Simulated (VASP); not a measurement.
ZnO (zincite):

```
CELL_PARAMETERS angstrom
3.24931 0.00000 0.00000
-1.62465 2.81398 0.00000
0.00000 0.00000 5.20571
ATOMIC_POSITIONS crystal
Zn 0.33333 0.66667 0.50000
Zn 0.66667 0.33333 0.00000
O 0.66667 0.33333 0.37901
O 0.33333 0.66667 0.87901
```

Base run:

| Item | Value |
| --- | --- |
| Program | VASP 6.6.1 |
| Functional | PBEsol |
| Potentials or basis | VASP PAW PBE potentials, release 64 (Zn, O) |
| Cutoff | 520 eV |
| k mesh | 8 × 8 × 5 |
| Occupations | fermi-dirac, width 0.02 eV |
| Spin | no spin polarisation |

Its results: band gap on the k mesh 0.69 eV, direct; pressure -0.5 GPa; largest force 0.065 eV/Å.

Problem. The run is repeated on the same cell with these changes: functional from PBEsol to HSE06; k mesh from 8 × 8 × 5 to 6 × 6 × 4. What comes out?

Solution. Band gap on the k mesh 2.50 eV, direct; pressure 1.7 GPa; largest force 0.083 eV/Å.

Several settings changed at once, so the effect can't be laid on one alone.

Caveats: the PAW data sets were made with another functional, which shifts forces and pressure a little; an odd mesh through Γ misses points on the zone boundary, where band edges often lie (some runs).

Not every run made on this cell is shown here.
